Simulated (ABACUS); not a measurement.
# PbSe (Clausthalite) (Fm-3m) in ABACUS: single point with PBE

Aim: the single point of PbSe (Clausthalite) with PBE.

All numbers are computed with ABACUS 3.10.1; they aren't measurements. Logs are shortened: lines on timing, memory, paths and dates and some standing lists are left out, and cuts for length are marked.

**The experiment to reproduce.**

A printed reference work, monograph reports, for a bulk crystal of PbSe at 4.2 K: band gap 0.15 eV (direct).

The results are compared with them further down.

### Step 1. The structure

The structure is cubic, space group Fm-3m (No. 225). Conventional cell: a = 6.121 Å, b = 6.121 Å, c = 6.121 Å, α = 90.00°, β = 90.00°, γ = 90.00°. Pb (site symmetry m-3m) is surrounded by 6 Se at 3.06 Å. Se (site symmetry m-3m) is surrounded by 6 Pb at 3.06 Å.

### Step 2. Single point, PBE

INPUT

```
INPUT_PARAMETERS
suffix              PbSe
calculation         scf
basis_type          lcao
pseudo_dir          ./
orbital_dir         ./
symmetry            1
dft_functional      pbe
ecutwfc             100
pseudo_rcut         10
nspin               1
nbands              19
ks_solver           genelpa
smearing_method     fd
smearing_sigma      0.00367493
scf_thr             1e-07
scf_nmax            100
mixing_type         broyden
mixing_beta         0.7
cal_force           1
cal_stress          1
out_mul             1
```

STRU

```
ATOMIC_SPECIES
Pb 207.2000 Pb.upf
Se 78.9710 Se.upf

NUMERICAL_ORBITAL
Pb_confined-atom_8au_3s3p3d1f.orb
Se_confined-atom_7au_3s3p3d1f.orb

LATTICE_CONSTANT
1.8897261246

LATTICE_VECTORS
0.0000000000 3.0606500000 3.0606500000
3.0606500000 0.0000000000 3.0606500000
3.0606500000 3.0606500000 0.0000000000

ATOMIC_POSITIONS
Direct

Pb
0.0
1
0.0000000000 0.0000000000 0.0000000000 1 1 1

Se
0.0
1
0.5000000000 0.5000000000 0.5000000000 1 1 1
```

KPT

```
K_POINTS
0
Gamma
8 8 8 0 0 0
```

Potentials or basis: PseudoDojo NC SR 0.4.1 PBE standard, TZDP LCAO (the cutoffs set its grid).

The run is started by

```bash
$ OMP_NUM_THREADS=1 mpirun -np 4 abacus > log
```

running log:

```text
ABACUS v3.10.1

               Atomic-orbital Based Ab-initio Computation at UStc

 ------------------------------------------------------------------------------------

 READING GENERAL INFORMATION
                           global_out_dir = OUT.PbSe/
                           global_in_card = INPUT
                               pseudo_dir = ./
                              orbital_dir = ./
                                    DSIZE = 4
                                    GSIZE = 1

 READING UNITCELL INFORMATION
                                    ntype = 2
                  lattice constant (Bohr) = 1.88973
              lattice constant (Angstrom) = 1

 READING ATOM TYPE 1
                               atom label = Pb
                      L=0, number of zeta = 3
                      L=1, number of zeta = 3
                      L=2, number of zeta = 3
                      L=3, number of zeta = 1
             number of atom for this type = 1

 READING ATOM TYPE 2
                               atom label = Se
                      L=0, number of zeta = 3
                      L=1, number of zeta = 3
                      L=2, number of zeta = 3
                      L=3, number of zeta = 1
             number of atom for this type = 1

                        TOTAL ATOM NUMBER = 2
DIRECT COORDINATES
    atom                   x                   y                   z     mag                  vx                  vy                  vz
taud_Pb1            0.0000000000        0.0000000000        0.0000000000  0.0000        0.0000000000        0.0000000000        0.0000000000
taud_Se1            0.5000000000        0.5000000000        0.5000000000  0.0000        0.0000000000        0.0000000000        0.0000000000

                          Volume (Bohr^3) = 386.961
                             Volume (A^3) = 57.3417

 Lattice vectors: (Cartesian coordinate: in unit of a_0)
                   +0            +3.06065            +3.06065
             +3.06065                  +0            +3.06065
             +3.06065            +3.06065                  +0
 Reciprocal vectors: (Cartesian coordinate: in unit of 2 pi/a_0)
            -0.163364           +0.163364           +0.163364
            +0.163364           -0.163364           +0.163364
            +0.163364           +0.163364           -0.163364
 The esolver type has been set to : ksdft_lcao

                PAO radial cut off (Bohr) = 10

 Read in pseudopotential file is Pb.upf
                     pseudopotential type = NC
          exchange-correlation functional = PBE
                 nonlocal core correction = 1
                        valence electrons = 14
                                     lmax = 2
                           number of zeta = 3
                     number of projectors = 6
                           L of projector = 0
[... 5 lines left out ...]
                PAO radial cut off (Bohr) = 10

 Read in pseudopotential file is Se.upf
                     pseudopotential type = NC
          exchange-correlation functional = PBE
                 nonlocal core correction = 1
                        valence electrons = 16
                                     lmax = 2
                           number of zeta = 3
                     number of projectors = 6
                           L of projector = 0
                           L of projector = 0
                           L of projector = 1
                           L of projector = 1
                           L of projector = 2
                           L of projector = 2
     initial pseudo atomic orbital number = 18

 SETUP THE ELECTRONS NUMBER
            electron number of element Pb = 14
      total electron number of element Pb = 14
            electron number of element Se = 16
      total electron number of element Se = 16
            AUTOSET number of electrons:  = 30
                           occupied bands = 15
                                   NLOCAL = 68
                                   NBANDS = 19
                                   NBANDS = 19
                                   NLOCAL = 68

%%%%%%%%%%%%%%%%%%%%%%%%%%%%%%%%%%%%%%%%%%%%%%%%%%%%%%%%%%%%%%%%%%%%%%%%%%%%%%%%%%%%%%%%%%%%%%%%%%%%%%%%%%
 Warning: the number of valence electrons in pseudopotential > 4 for Pb: [Xe] 4f14 5d10 6s2 6p2
 Warning: the number of valence electrons in pseudopotential > 6 for Se: [Ar] 3d10 4s2 4p4
 Pseudopotentials with additional electrons can yield (more) accurate outcomes, but may be less efficient.
 If you're confident that your chosen pseudopotential is appropriate, you can safely ignore this warning.
%%%%%%%%%%%%%%%%%%%%%%%%%%%%%%%%%%%%%%%%%%%%%%%%%%%%%%%%%%%%%%%%%%%%%%%%%%%%%%%%%%%%%%%%%%%%%%%%%%%%%%%%%%

 SETUP THE PLANE WAVE BASIS
 energy cutoff for charge/potential (unit:Ry) = 400
            fft grid for charge/potential = [ 54, 54, 54 ]
                        fft grid division = [ 2, 2, 2 ]
        big fft grid for charge/potential = [ 27, 27, 27 ]
                                     nbxx = 5103
                                     nrxx = 40824

 SETUP PLANE WAVES FOR CHARGE/POTENTIAL
                    number of plane waves = 52201
                         number of sticks = 1843

 PARALLEL PW FOR CHARGE/POTENTIAL
     PROC   COLUMNS(POT)             PW
        1            461          13050
        2            461          13050
        3            460          13051
        4            461          13050
 --------------- sum -------------------
        4           1843          52201
                            number of |g| = 452
                                  max |g| = 36.162
                                  min |g| = 0.0800634

----------- Double Check Mixing Parameters Begin ------------
mixing_type: broyden
mixing_beta: 0.7
mixing_gg0: 1
mixing_gg0_min: 0.1
mixing_ndim: 8
----------- Double Check Mixing Parameters End ------------

 LATTICE VECTORS: (CARTESIAN COORDINATE: IN UNIT OF A0)
                   +0            +3.06065            +3.06065
             +3.06065                  +0            +3.06065
             +3.06065            +3.06065                  +0
                       right hand lattice = 1
                                   NORM_A = 4.32841
                                   NORM_B = 4.32841
                                   NORM_C = 4.32841
                           ALPHA (DEGREE) = 60
                           BETA  (DEGREE) = 60
                           GAMMA (DEGREE) = 60

 The lattice vectors have been changed (STRU_SIMPLE.cif)

(for optimal symmetric configuration:)
                             BRAVAIS TYPE = 3
                     BRAVAIS LATTICE NAME = 03. Cubic F (face-centered)
                                    ibrav = 3
                                    IBRAV = 3
                                  BRAVAIS = FACE CENTERED CUBIC
                       LATTICE CONSTANT A = 6.1213
Original cell was already a primitive cell.
                        ROTATION MATRICES = 48
              PURE POINT GROUP OPERATIONS = 48
                   SPACE GROUP OPERATIONS = 48
                              POINT GROUP = O_h
               POINT GROUP IN SPACE GROUP = O_h

 SETUP K-POINTS
                                    nspin = 1
                   Input type of k points = Monkhorst-Pack(Gamma)
                                   nkstot = 512
                       right hand lattice = 1
(for reciprocal lattice: )
                             BRAVAIS TYPE = 2
                     BRAVAIS LATTICE NAME = 02. Cubic I (body-centered)
                                    ibrav = 2
                       right hand lattice = 1
(for k-lattice: )
                             BRAVAIS TYPE = 2
                     BRAVAIS LATTICE NAME = 02. Cubic I (body-centered)
                                    ibrav = 2
                       right hand lattice = 1
                        ROTATION MATRICES = 48
                               nkstot_ibz = 29
K-POINTS REDUCTION ACCORDING TO SYMMETRY
     IBZ    DIRECT_X    DIRECT_Y    DIRECT_Z  WEIGHT  ibz2bz
       1  0.00000000  0.00000000  0.00000000  0.0020       0
       2  0.12500000  0.12500000  0.12500000  0.0156       1
       3  0.25000000  0.25000000  0.25000000  0.0156       2
       4  0.37500000  0.37500000  0.37500000  0.0156       3
       5  0.50000000  0.50000000  0.50000000  0.0078       4
       6  0.12500000  0.12500000  0.00000000  0.0117       9
[... 21 lines left out ...]
      28 -0.12500000  0.50000000  0.37500000  0.0234     101
      29  0.50000000  0.25000000 -0.25000000  0.0117     166

                               nkstot now = 29
[... K-POINTS DIRECT COORDINATES: 29 rows ...]

           k-point number in this process = 29
       minimum distributed K point number = 29
[... stars of the k points ...]

[... K-POINTS CARTESIAN COORDINATES: 29 rows ...]

[... K-POINTS DIRECT COORDINATES: 29 rows ...]

 SETUP PLANE WAVES FOR WAVE FUNCTIONS
     energy cutoff for wavefunc (unit:Ry) = 100
              fft grid for wave functions = [ 54, 54, 54 ]
                    number of plane waves = 7991
                         number of sticks = 517

 PARALLEL PW FOR WAVE FUNCTIONS
     PROC   COLUMNS(POT)             PW
        1            129           1998
        2            129           1998
        3            130           1999
        4            129           1996
 --------------- sum -------------------
        4            517           7991

 SET NONLOCAL PSEUDOPOTENTIAL PROJECTORS
 SET NONLOCAL PSEUDOPOTENTIAL PROJECTORS
 max number of nonlocal projetors among all species is 6

 -------------------------------------------
 SELF-CONSISTENT
 -------------------------------------------

 SETUP SEARCHING RADIUS FOR PROGRAM TO SEARCH ADJACENT ATOMS
                  longest orb rcut (Bohr) = 8
   longest nonlocal projector rcut (Bohr) = 2.46
                     search radius (Bohr) = 20.9
              searching radius is (Bohr)) = 20.9
         searching radius unit is (Bohr)) = 1.89
                         PeriodicBoundary = 1
                        Radius(unit:lat0) = 11.1
                                   glayer = [ 5, 5, 5 ]
                             glayer_minus = [ 4, 4, 4 ]

Find the coordinate range of the input atom(unit:lat0).
                                  min_tau = [ -24.5, -24.5, -24.5 ]
                                  max_tau = [ 27.5, 27.5, 27.5 ]
                                BoxNumber = [ 9, 9, 9 ]

 SETUP EXTENDED REAL SPACE GRID FOR GRID INTEGRATION
                          real space grid = [ 54, 54, 54 ]
                 big cell numbers in grid = [ 27, 27, 27 ]
             meshcell numbers in big cell = [ 2, 2, 2 ]
                        extended fft grid = [ 33, 33, 33 ]
                dimension of extened grid = [ 94, 94, 94 ]
                            UnitCellTotal = 125
              Atom number in sub-FFT-grid = 2
    Local orbitals number in sub-FFT-grid = 68
                                ParaV.nnr = 53754
                                 init_chg = atomic

 LCAO ALGORITHM --------------- ION=   1  ELEC=   1--------------------------------

 Density error is 0.0402037245213
----------------------------------------------------------
     Energy           Rydberg                 eV
----------------------------------------------------------
 E_KohnSham     -383.2927119381      -5214.9648842307
 E_Harris       -381.2943825904      -5187.7762186217
 E_Fermi        0.6939972287         9.4423167072
----------------------------------------------------------
[... 80 lines left out ...]
 Density error is 6.70942673796e-08
----------------------------------------------------------
     Energy           Rydberg                 eV
----------------------------------------------------------
 E_KohnSham     -383.3149018269      -5215.2667931561
 E_KS(sigma->0) -383.3148920035      -5215.2666595016
 E_Harris       -383.3149031838      -5215.2668116178
 E_band         -30.2317682977       -411.3243094642
 E_one_elec     -173.5693535377      -2361.5322062888
 E_Hartree      100.0421593724       1361.1434076881
 E_xc           -88.4312873359       -1203.1693892437
 E_Ewald        -221.3564006788      -3011.7083380027
 E_entropy(-TS) -0.0000196468        -0.0002673090
 E_descf        0.0000000000         0.0000000000
 E_exx          0.0000000000         0.0000000000
 E_Fermi        0.7099834907         9.6598209600
----------------------------------------------------------

 charge density convergence is achieved
 final etot is -5215.2667932 eV
 EFERMI = 9.65982096 eV

 STATE ENERGY(eV) AND OCCUPATIONS    NSPIN == 1
 1/29 kpoint (Cartesian) = 0.0000 0.0000 0.0000 (1603 pws)
       1       -37.7735     0.00390625
       2       -37.7735     0.00390625
       3       -37.7697     0.00390625
       4       -37.7697     0.00390625
       5       -37.7697     0.00390625
       6       -7.32818     0.00390625
[... 104 lines left out ...]
       6       -7.33322      0.0234375
[... 11 lines left out ...]
      18        14.0932    7.28191e-41
      19        15.3825    4.60388e-52

[... levels at 23 further k points ...]

 correction force for each atom along direction 1 is 5.11109e-15
 correction force for each atom along direction 2 is 1.73207e-14
 correction force for each atom along direction 3 is 1.29470e-14
------------------------------------------------------------------------------------------
 TOTAL-FORCE (eV/Angstrom)
------------------------------------------------------------------------------------------
                       Pb1         0.0000000000         0.0000000000         0.0000000000
                       Se1         0.0000000000         0.0000000000         0.0000000000
------------------------------------------------------------------------------------------

----------------------------------------------------------------
 TOTAL-STRESS (KBAR)
----------------------------------------------------------------
        25.1171170389        -0.0000000000         0.0000000000
        -0.0000000000        25.1171170389        -0.0000000000
         0.0000000000        -0.0000000000        25.1171170389
----------------------------------------------------------------
 TOTAL-PRESSURE: 25.117117 KBAR

 --------------------------------------------
 !FINAL_ETOT_IS -5215.2667931561218211 eV
 --------------------------------------------
```

Wall time 7.9 s (4 MPI ranks of AMD EPYC 9B14 (Zen 4), shared host); peak memory 0.56 GiB.

Results:

```
Free energy            : -5215.2668 eV
Pressure               : 2.5 GPa
Band gap on the k mesh : 0.32 eV, direct
Mulliken charges       : Pb +0.02; Se -0.02 e
```

Caveat: the atomic orbitals were generated for these runs and aren't a published set; Mulliken charges move with the basis; spin-orbit coupling is left out, which as a rule narrows the gap of such compounds by several tenths of an eV; the basis of atomic orbitals isn't converged, which shifts pressures, moduli and gaps.

### Step 3. Against experiment

Step 2. Measured gap of PbSe: 0.15 eV (direct; 4.2 K; a printed reference work, monograph). This calculation gives 0.32 eV (+0.17 eV). 2 values of this kind are on record (0.15 to 0.28 eV); this one was drawn at random. Spin-orbit coupling on Pb, Se is left out. The value is that of PBE in an atomic basis (PseudoDojo NC SR 0.4.1 PBE standard, TZDP LCAO (the cutoffs set its grid)), whose error adds to the functional's, on a finite k mesh, which can miss the band edges, without temperature or zero-point motion.
